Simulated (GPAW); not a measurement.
## AlFe in GPAW: convergence with k mesh

Input of the first run (k mesh 2 × 2 × 2); the others differ in this setting and in those tied to it:

File run.py:

```python
from ase.dft.bandgap import bandgap
from ase.io import read, write
from ase.units import GPa
from gpaw import GPAW, PW

atoms = read('POSCAR')
atoms.set_initial_magnetic_moments([3.0, 0.0])

calc = GPAW(mode=PW(600),
            xc='LDA',
            kpts={'size': (2, 2, 2), 'gamma': True},
            occupations={'name': 'fermi-dirac', 'width': 0.05},
            nbands=15,
            convergence={'density': 1e-05, 'energy': 1e-05},
            maxiter=100,
            txt='gpaw.txt')
atoms.calc = calc
energy = atoms.get_potential_energy()
forces = atoms.get_forces()
stress = atoms.get_stress()
calc.write('gs.gpw')
write('result.traj', atoms)
print(f'Energy: {energy:.6f} eV')
print('Forces (eV/A):')
print(forces.round(4))
print('Stress (GPa):', (stress / GPa).round(3))
print('Moments:', calc.get_magnetic_moments().round(3))
print('Fermi level:', round(calc.get_fermi_level(), 4), 'eV')
print(f'Gap: {bandgap(calc)[0]:.4f} eV, direct: {bandgap(calc, direct=True)[0]:.4f} eV')
```

File POSCAR:

```
AlFe
1.0
    2.9100000000      0.0000000000      0.0000000000
    0.0000000000      2.9100000000      0.0000000000
    0.0000000000      0.0000000000      2.9100000000
Fe Al
1 1
Direct
    0.5000000000      0.5000000000      0.5000000000
    0.0000000000      0.0000000000      0.0000000000
```

Potentials or basis: the program's PAW data sets (release 1.2.1) made for this functional, pw.

Launch:

```bash
$ OMP_NUM_THREADS=1 python run.py
```

Hardware: 1 thread of Arm Neoverse V2, with other jobs on the host.

Question: The values tried are 2 × 2 × 2, 3 × 3 × 3, 4 × 4 × 4, 5 × 5 × 5, 6 × 6 × 6, 7 × 7 × 7, 8 × 8 × 8, 10 × 10 × 10, 12 × 12 × 12, loosest first. From which on does the largest site moment stay within 0.02 μB of the tightest run that finished?

Answer: From 7 × 7 × 7 on.

```csv
k mesh,"energy less the tightest run, at zero smearing (meV/atom)",pressure (GPa),largest site moment (μB),SCF cycles,CPU time (s),peak memory (GiB)
2 × 2 × 2,5.04,-1.21,2.26,11,3.8,0.13
3 × 3 × 3,35.42,-13.89,1.07,13,4.5,0.13
4 × 4 × 4,-35.61,-17.55,0.17,16,9.1,0.13
5 × 5 × 5,11.19,-14.84,0.89,13,8.1,0.13
6 × 6 × 6,-3.55,-15.81,0.70,13,13,0.14
7 × 7 × 7,1.04,-15.50,0.76,12,12,0.14
8 × 8 × 8,2.30,-15.52,0.76,14,23,0.15
10 × 10 × 10,-0.58,-15.57,0.76,12,31,0.16
12 × 12 × 12,0.00,-15.62,0.74,12,45,0.18
```

Against the tightest run, the energy stays within 1 meV/atom from 10 × 10 × 10 on; the pressure stays within 0.1 GPa from 8 × 8 × 8 on. Meshes of other sizes hit other points, so gaps and Fermi surfaces needn't settle smoothly. The tightest run that finished is the yardstick and may itself not be fully converged.

Caveat, for the tightest run too: so large a pressure means that the cell lies far from this level's equilibrium, or that cutoff or potentials fall short.
